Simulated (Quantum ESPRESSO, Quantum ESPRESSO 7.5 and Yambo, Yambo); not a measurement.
# Quasiparticle gap of RbBr (Fm-3m) in Yambo

Aim: the G0W0 gap of RbBr (Fm-3m) on PBE, step by step.

Method: PBE and many-body steps on it, plane waves, in Quantum ESPRESSO 7.5 and Yambo 5.3.0.

The database entry behind the starting cell differs from later determinations by our own check (about 0.5 % short), so it need not match the best structure at ambient conditions.

## 1. Starting point

The structure is cubic, space group Fm-3m (No. 225). Conventional cell: a = 6.854 Å, b = 6.854 Å, c = 6.854 Å, α = 90.00°, β = 90.00°, γ = 90.00°. Rb has 6 Br at 3.43 Å nearest. Br has 6 Rb at 3.43 Å nearest. Farther neighbours and most contacts between anions are not listed.

The cell and positions come from the Crystallography Open Database and are kept as given unless a step says otherwise.

## 2. Ground state

This step: Quantum ESPRESSO 7.5; DFT, PBE, plane waves, norm-conserving pseudopotentials.

The ground-state density comes first.

The input, pw.in:

```
&control
  calculation = 'scf'
  prefix = 'x'
  outdir = 'o'
  pseudo_dir = 'pseudo'
/
&system
  ibrav = 0
  nat = 2
  ntyp = 2
  ecutwfc = 76.0
  nbnd = 18
  force_symmorphic = .true.
/
&electrons
  conv_thr = 1e-10
  electron_maxstep = 80
  mixing_beta = 0.5
/
ATOMIC_SPECIES
  Rb 85.468 Rb.upf
  Br 79.904 Br.upf
CELL_PARAMETERS angstrom
  0.0000000000 3.4270000000 3.4270000000
  3.4270000000 0.0000000000 3.4270000000
  3.4270000000 3.4270000000 -0.0000000000
ATOMIC_POSITIONS crystal
  Rb 0.0000000000 0.0000000000 0.0000000000
  Br 0.5000000000 0.5000000000 0.5000000000
K_POINTS automatic
  6 6 6 0 0 0
```

On the command line:

```bash
$ OMP_NUM_THREADS=1 mpirun -n 4 pw.x -nk 4 -in pw.in > pw.out
```

The log of the run:

```text
Program PWSCF v.7.5 starts

     This program is part of the open-source Quantum ESPRESSO suite
     for quantum simulation of materials; please cite
         "P. Giannozzi et al., J. Phys.:Condens. Matter 21 395502 (2009);
         "P. Giannozzi et al., J. Phys.:Condens. Matter 29 465901 (2017);
         "P. Giannozzi et al., J. Chem. Phys. 152 154105 (2020);
     in publications or presentations arising from this work. More details at
     Message from routine setup:
     using ibrav=0 with symmetry is DISCOURAGED, use correct ibrav instead

     G-vector sticks info

     bravais-lattice index     =            0
     lattice parameter (alat)  =       9.1586  a.u.
     unit-cell volume          =     543.2114 (a.u.)^3
     number of atoms/cell      =            2
     number of atomic types    =            2
     number of electrons       =        26.00
     number of Kohn-Sham states=           18
     kinetic-energy cutoff     =      76.0000  Ry
     charge density cutoff     =     304.0000  Ry
     scf convergence threshold =      1.0E-10
     mixing beta               =       0.5000
     number of iterations used =            8  plain     mixing
     Exchange-correlation= PBE
                           (   1   4   3   4   0   0   0)

     celldm(1)=   9.158576  celldm(2)=   0.000000  celldm(3)=   0.000000
     celldm(4)=   0.000000  celldm(5)=   0.000000  celldm(6)=   0.000000

     crystal axes: (cart. coord. in units of alat)
               a(1) = (   0.000000   0.707107   0.707107 )
               a(2) = (   0.707107   0.000000   0.707107 )
               a(3) = (   0.707107   0.707107  -0.000000 )

     reciprocal axes: (cart. coord. in units 2 pi/alat)
               b(1) = ( -0.707107  0.707107  0.707107 )
               b(2) = (  0.707107 -0.707107  0.707107 )
               b(3) = (  0.707107  0.707107 -0.707107 )
     Pseudo is Norm-conserving + core correction, Zval =  9.0
     Generated using ONCVPSP code by D. R. Hamann
     Using radial grid of 2308 points,  6 beta functions with:
     Pseudo is Norm-conserving + core correction, Zval = 17.0
     Generated using ONCVPSP code by D. R. Hamann
     Using radial grid of 1098 points,  6 beta functions with:
     Rb                9.00    85.46800     Rb( 1.00)
     Br               17.00    79.90400     Br( 1.00)

     48 Sym. Ops., with inversion, found

   Cartesian axes

     site n.     atom                  positions (alat units)
         1        Rb     tau(   1) = (   0.0000000   0.0000000   0.0000000  )
         2        Br     tau(   2) = (   0.7071068   0.7071068   0.7071068  )

     number of k points=    16
                       cart. coord. in units 2pi/alat
        k(    1) = (   0.0000000   0.0000000   0.0000000), wk =   0.0092593
        k(    2) = (   0.1178511   0.1178511  -0.1178511), wk =   0.0740741
        k(    3) = (   0.2357023   0.2357023  -0.2357023), wk =   0.0740741
        k(    4) = (  -0.3535534  -0.3535534   0.3535534), wk =   0.0370370
        k(    5) = (   0.2357023   0.0000000  -0.0000000), wk =   0.0555556
        k(    6) = (   0.3535534   0.1178511  -0.1178511), wk =   0.2222222
        k(    7) = (  -0.2357023  -0.4714045   0.4714045), wk =   0.2222222
        k(    8) = (  -0.1178511  -0.3535534   0.3535534), wk =   0.2222222
        k(    9) = (   0.0000000  -0.2357023   0.2357023), wk =   0.1111111
        k(   10) = (   0.4714045   0.0000000  -0.0000000), wk =   0.0555556
     [... 4 further rows ...]
        k(   15) = (  -0.1178511  -0.3535534   0.5892557), wk =   0.2222222
        k(   16) = (  -0.7071068   0.2357023   0.0000000), wk =   0.1111111

     Dense  grid:    48671 G-vectors     FFT dimensions: (  54,  54,  54)

     Initial potential from superposition of free atoms

     starting charge      25.9752, renormalised to      26.0000
     Starting wfcs are   14 randomized atomic wfcs +    4 random wfcs

     per-process dynamical memory:    42.4 Mb

     Self-consistent Calculation

     iteration #  1     ecut=    76.00 Ry     beta= 0.50

     Threshold (ethr) on eigenvalues was too large:
     Diagonalizing with lowered threshold

     total energy              =    -325.15258804 Ry
     estimated scf accuracy    <       0.04918918 Ry

     iteration #  2     ecut=    76.00 Ry     beta= 0.50

     total energy              =    -325.16242894 Ry
     estimated scf accuracy    <       0.00291083 Ry

     iteration #  3     ecut=    76.00 Ry     beta= 0.50

     total energy              =    -325.16295240 Ry
     estimated scf accuracy    <       0.00065592 Ry

     iteration #  4     ecut=    76.00 Ry     beta= 0.50

     total energy              =    -325.16304432 Ry
     estimated scf accuracy    <       0.00002130 Ry

     iteration #  5     ecut=    76.00 Ry     beta= 0.50

     total energy              =    -325.16305109 Ry
     estimated scf accuracy    <       0.00000826 Ry

     iteration #  6     ecut=    76.00 Ry     beta= 0.50

     total energy              =    -325.16305317 Ry
     estimated scf accuracy    <       0.00000010 Ry

     iteration #  7     ecut=    76.00 Ry     beta= 0.50

     total energy              =    -325.16305322 Ry
     estimated scf accuracy    <          2.6E-09 Ry

     iteration #  8     ecut=    76.00 Ry     beta= 0.50

     total energy              =    -325.16305322 Ry
     estimated scf accuracy    <          2.4E-09 Ry

     iteration #  9     ecut=    76.00 Ry     beta= 0.50

     total energy              =    -325.16305323 Ry
     estimated scf accuracy    <          2.6E-10 Ry

     iteration # 10     ecut=    76.00 Ry     beta= 0.50

     End of self-consistent calculation

          k = 0.0000 0.0000 0.0000 (  5985 PWs)   bands (ev):

   -55.9828 -55.9828 -55.9808 -55.9808 -55.9808 -22.2901 -10.0526  -6.3615
    -6.3615  -6.3615   2.1322   2.1322   2.1322   6.4965   9.4189   9.4189
     9.4189  10.3081

          k = 0.1179 0.1179-0.1179 (  6099 PWs)   bands (ev):

   -55.9828 -55.9828 -55.9808 -55.9808 -55.9808 -22.2877 -10.0634  -6.3634
    -6.3634  -6.3495   1.8288   2.0377   2.0377   7.1363   9.2855   9.7469
     9.7469  10.7146

          k = 0.2357 0.2357-0.2357 (  6084 PWs)   bands (ev):

   -55.9828 -55.9828 -55.9808 -55.9808 -55.9808 -22.2830 -10.0847  -6.3672
    -6.3672  -6.3258   1.3478   1.8610   1.8610   8.3844   9.4406  10.6605
    10.6605  11.7308

          k =-0.3536-0.3536 0.3536 (  6116 PWs)   bands (ev):

     [... further k-points ...]

     highest occupied, lowest unoccupied level (ev):     2.1322    6.4965

!    total energy              =    -325.16305323 Ry
     estimated scf accuracy    <          5.2E-11 Ry

     The total energy is the sum of the following terms:
     one-electron contribution =    -217.74047561 Ry
     hartree contribution      =     108.04149937 Ry
     xc contribution           =     -58.74476161 Ry
     ewald contribution        =    -156.71931538 Ry

     convergence has been achieved in  10 iterations

     XML data file, charge density, pseudopotentials, collected wavefunctions

=------------------------------------------------------------------------------=
   JOB DONE.
=------------------------------------------------------------------------------=
```

Wall time 24 s (4 MPI ranks of Arm Neoverse N1, shared host); peak memory 0.33 GiB.

Numbers from this step:

| Quantity | Value |
| --- | --- |
| total energy | -4424.0687 eV |
| gap | 4.364 eV |
| k of the valence top | 0, 0, 0 |
| k of the conduction bottom | 0, 0, 0 |
| least direct gap | 4.364 eV |

The gap is direct, at Γ.

## 3. Bands along the symmetry lines

The cheap functional maps the bands first; the places of the edges decide which points the dearer methods must see.

The input, pw.in:

```
&control
  calculation = 'bands'
  prefix = 'x'
  outdir = 'o'
  pseudo_dir = 'pseudo'
/
&system
  ibrav = 0
  nat = 2
  ntyp = 2
  ecutwfc = 76.0
  nbnd = 19
  force_symmorphic = .true.
/
&electrons
  conv_thr = 1e-9
  electron_maxstep = 80
  diago_full_acc = .true.
  diago_thr_init = 5e-6
/
ATOMIC_SPECIES
  Rb 85.468 Rb.upf
  Br 79.904 Br.upf
CELL_PARAMETERS angstrom
  0.0000000000 3.4270000000 3.4270000000
  3.4270000000 0.0000000000 3.4270000000
  3.4270000000 3.4270000000 -0.0000000000
ATOMIC_POSITIONS crystal
  Rb 0.0000000000 0.0000000000 0.0000000000
  Br 0.5000000000 0.5000000000 0.5000000000
K_POINTS crystal
  50
  0.00000000 0.00000000 0.00000000 1
  0.06250000 0.00000000 0.06250000 1
  0.12500000 0.00000000 0.12500000 1
  0.18750000 0.00000000 0.18750000 1
  0.25000000 0.00000000 0.25000000 1
  0.31250000 0.00000000 0.31250000 1
  0.37500000 0.00000000 0.37500000 1
  0.43750000 0.00000000 0.43750000 1
  0.50000000 0.00000000 0.50000000 1
  0.51562500 0.03125000 0.51562500 1
  0.53125000 0.06250000 0.53125000 1
  0.54687500 0.09375000 0.54687500 1
  0.56250000 0.12500000 0.56250000 1
  0.57812500 0.15625000 0.57812500 1
  0.59375000 0.18750000 0.59375000 1
  0.60937500 0.21875000 0.60937500 1
  0.62500000 0.25000000 0.62500000 1
  0.37500000 0.37500000 0.75000000 1
  0.32812500 0.32812500 0.65625000 1
  0.28125000 0.28125000 0.56250000 1
  0.23437500 0.23437500 0.46875000 1
  0.18750000 0.18750000 0.37500000 1
  0.14062500 0.14062500 0.28125000 1
  0.09375000 0.09375000 0.18750000 1
  0.04687500 0.04687500 0.09375000 1
  0.00000000 0.00000000 0.00000000 1
  0.06250000 0.06250000 0.06250000 1
  0.12500000 0.12500000 0.12500000 1
  0.18750000 0.18750000 0.18750000 1
  0.25000000 0.25000000 0.25000000 1
  0.31250000 0.31250000 0.31250000 1
  0.37500000 0.37500000 0.37500000 1
  0.43750000 0.43750000 0.43750000 1
  0.50000000 0.50000000 0.50000000 1
  0.50000000 0.46875000 0.53125000 1
  0.50000000 0.43750000 0.56250000 1
  0.50000000 0.40625000 0.59375000 1
  0.50000000 0.37500000 0.62500000 1
  0.50000000 0.34375000 0.65625000 1
  0.50000000 0.31250000 0.68750000 1
  0.50000000 0.28125000 0.71875000 1
  0.50000000 0.25000000 0.75000000 1
  0.50000000 0.21875000 0.71875000 1
  0.50000000 0.18750000 0.68750000 1
  0.50000000 0.15625000 0.65625000 1
  0.50000000 0.12500000 0.62500000 1
  0.50000000 0.09375000 0.59375000 1
  0.50000000 0.06250000 0.56250000 1
  0.50000000 0.03125000 0.53125000 1
  0.50000000 0.00000000 0.50000000 1
```

The log of the run:

```text
[banner, memory and clock lines left out]
Program PWSCF v.7.5 starts

     Atomic positions and unit cell read from directory:
     o/x.save/

     Message from routine setup:
     using ibrav=0 with symmetry is DISCOURAGED, use correct ibrav instead

     G-vector sticks info

     bravais-lattice index     =            0
     lattice parameter (alat)  =       9.1586  a.u.
     unit-cell volume          =     543.2114 (a.u.)^3
     number of atoms/cell      =            2
     number of atomic types    =            2
     number of electrons       =        26.00
     number of Kohn-Sham states=           19
     kinetic-energy cutoff     =      76.0000  Ry
     charge density cutoff     =     304.0000  Ry
     Exchange-correlation= PBE
                           (   1   4   3   4   0   0   0)

     celldm(1)=   9.158576  celldm(2)=   0.000000  celldm(3)=   0.000000
     celldm(4)=   0.000000  celldm(5)=   0.000000  celldm(6)=   0.000000

     crystal axes: (cart. coord. in units of alat)
               a(1) = (   0.000000   0.707107   0.707107 )
               a(2) = (   0.707107   0.000000   0.707107 )
               a(3) = (   0.707107   0.707107  -0.000000 )

     reciprocal axes: (cart. coord. in units 2 pi/alat)
               b(1) = ( -0.707107  0.707107  0.707107 )
               b(2) = (  0.707107 -0.707107  0.707107 )
               b(3) = (  0.707107  0.707107 -0.707107 )
     Pseudo is Norm-conserving + core correction, Zval =  9.0
     Generated using ONCVPSP code by D. R. Hamann
     Using radial grid of 2308 points,  6 beta functions with:
     Pseudo is Norm-conserving + core correction, Zval = 17.0
     Generated using ONCVPSP code by D. R. Hamann
     Using radial grid of 1098 points,  6 beta functions with:
     Rb                9.00    85.46800     Rb( 1.00)
     Br               17.00    79.90400     Br( 1.00)

     48 Sym. Ops., with inversion, found

   Cartesian axes

     site n.     atom                  positions (alat units)
         1        Rb     tau(   1) = (   0.0000000   0.0000000   0.0000000  )
         2        Br     tau(   2) = (   0.7071068   0.7071068   0.7071068  )

     number of k points=    50
                       cart. coord. in units 2pi/alat
        k(    1) = (   0.0000000   0.0000000   0.0000000), wk =   0.0400000
        k(    2) = (   0.0000000   0.0883883   0.0000000), wk =   0.0400000
        k(    3) = (   0.0000000   0.1767767   0.0000000), wk =   0.0400000
[...]
[... 38 further rows ...]
        k(   49) = (   0.0441942   0.7071068   0.0000000), wk =   0.0400000
        k(   50) = (   0.0000000   0.7071068   0.0000000), wk =   0.0400000

     Dense  grid:    48671 G-vectors     FFT dimensions: (  54,  54,  54)

     The potential is recalculated from file :
     o/x.save/charge-density

     Starting wfcs are   14 randomized atomic wfcs +    5 random wfcs

     Band Structure Calculation

     End of band structure calculation

          k = 0.0000 0.0000 0.0000 (  5985 PWs)   bands (ev):

   -55.9826 -55.9826 -55.9807 -55.9807 -55.9807 -22.2901 -10.0526  -6.3615
    -6.3615  -6.3615   2.1322   2.1322   2.1322   6.4965   9.4189   9.4189
     9.4189  10.3081  10.3082

          k = 0.0000 0.0884 0.0000 (  6070 PWs)   bands (ev):

   -55.9826 -55.9826 -55.9807 -55.9807 -55.9807 -22.2896 -10.0546  -6.3642
[...]
9.5187  10.3390  10.4338

          k = 0.0000 0.1768 0.0000 (  6066 PWs)   bands (ev):

[...]
9.8118  10.4295  10.7897

          k =-0.0000 0.2652 0.0000 (  6074 PWs)   bands (ev):

[...]
k = 0.0000 0.4419-0.0000 (  6090 PWs)   bands (ev):

[...]
k =-0.0000 0.5303 0.0000 (  6086 PWs)   bands (ev):

[...]
k = 0.0000 0.6187-0.0000 (  6086 PWs)   bands (ev):

[...]
k = 0.4640 0.4640-0.0000 (  6051 PWs)   bands (ev):

[...]
k = 0.3315 0.3315-0.0000 (  6079 PWs)   bands (ev):

[...]
k = 0.3094 0.7071-0.0000 (  6052 PWs)   bands (ev):

[...]
k = 0.2210 0.7071-0.0000 (  6066 PWs)   bands (ev):

[...]
k = 0.1768 0.7071-0.0000 (  6062 PWs)   bands (ev):

[...]
k = 0.0442 0.7071 0.0000 (  6056 PWs)   bands (ev):

[...]
11.3692  11.5546  12.9881

          k = 0.0000 0.7071 0.0000 (  6074 PWs)   bands (ev):

   -55.9826 -55.9826 -55.9807 -55.9807 -55.9807 -22.2780  -9.9993  -6.5435
    -6.4335  -6.4335   1.6599   1.9738   1.9738   7.7485   9.2663  11.3356
    11.3440  11.5759  12.9667

     XML data file, pseudopotentials, collected wavefunctions
```

Wall time 23 s (4 MPI ranks); peak memory 0.27 GiB.

This step gave:

```
gap                        : 4.364 eV
k of the valence top       : 0, 0, 0
k of the conduction bottom : 0, 0, 0
least direct gap           : 4.364 eV
```

The gap is 4.364 eV, as in the run before at this level.

Electronic bands along the path, in eV, zero at the top of the highest filled band:

| point | band 10 | band 11 | band 12 | band 13 | band 14 | band 15 | band 16 | band 17 |
| --- | --- | --- | --- | --- | --- | --- | --- | --- |
| Γ | -8.49 | 0.00 | 0.00 | 0.00 | 4.36 | 7.29 | 7.29 | 7.29 |
| halfway | -8.49 | -0.60 | -0.10 | -0.10 | 5.72 | 6.25 | 8.62 | 8.76 |
| X | -8.57 | -0.47 | -0.16 | -0.16 | 5.62 | 7.13 | 9.20 | 9.21 |
| halfway | -8.55 | -0.46 | -0.26 | -0.19 | 5.82 | 7.40 | 8.82 | 9.28 |
| U | -8.52 | -0.49 | -0.41 | -0.26 | 6.35 | 8.13 | 8.16 | 8.87 |
| jump to K | -8.52 | -0.49 | -0.41 | -0.26 | 6.35 | 8.13 | 8.16 | 8.87 |
| halfway | -8.46 | -0.67 | -0.28 | -0.15 | 6.03 | 6.99 | 8.06 | 8.81 |
| Γ | -8.49 | 0.00 | 0.00 | 0.00 | 4.36 | 7.29 | 7.29 | 7.29 |
| halfway | -8.47 | -0.56 | -0.18 | -0.18 | 5.63 | 7.15 | 8.01 | 8.01 |
| L | -8.45 | -0.99 | -0.35 | -0.35 | 6.82 | 7.72 | 9.49 | 9.49 |
| halfway | -8.47 | -0.76 | -0.35 | -0.33 | 6.98 | 7.42 | 8.88 | 9.00 |
| W | -8.48 | -0.49 | -0.35 | -0.35 | 7.09 | 7.09 | 8.27 | 8.62 |
| halfway | -8.52 | -0.44 | -0.33 | -0.22 | 6.02 | 7.60 | 8.43 | 9.14 |
| X | -8.57 | -0.47 | -0.16 | -0.16 | 5.62 | 7.13 | 9.20 | 9.21 |

The electronic bands as a text plot (rows in eV, shown from -8.0 to 8.2 only):

```
    7.8 |+ +++          ++++    +++++ ++   ++   ++++++      ++
    7.2 |++++      +++++    ++++++++++++++++++++  ++++++++++  +++
    6.5 |    ++++++      +++  ++               +++         ++
    5.8 |     +++++++++++       +           +++              ++++
    5.1 |  +++                   ++++      +
    4.5 |++                          ++++++
    3.8 |
    3.1 |
    2.4 |
    1.8 |
    1.1 |
    0.4 |
   -0.2 |********************************************************
   -0.9 |     ****         ******            ***********
   -1.6 |
   -2.3 |
   -2.9 |
   -3.6 |
   -4.3 |
   -5.0 |
   -5.6 |
   -6.3 |
   -7.0 |
   -7.7 |
         Γ           X  U|K            Γ         L        W     X
```

(Continued in part 2 of 2.)

[Paths, hosts, dates, memory and timing lines, banners, echoed tables and standing remarks are left out of the program output.]

[Logs are printed without paths, hosts, clocks, repeated set-up lines and the standing remarks that a program may print on its own settings, such as how far it seeks lower states.]

[Runs of the session that timed out or met a known fault of the program may be left out.]

[Hosts, paths, dates, database ids (printed as entryN), source tags and the programs' standing remarks are cut or masked in the printed files.]
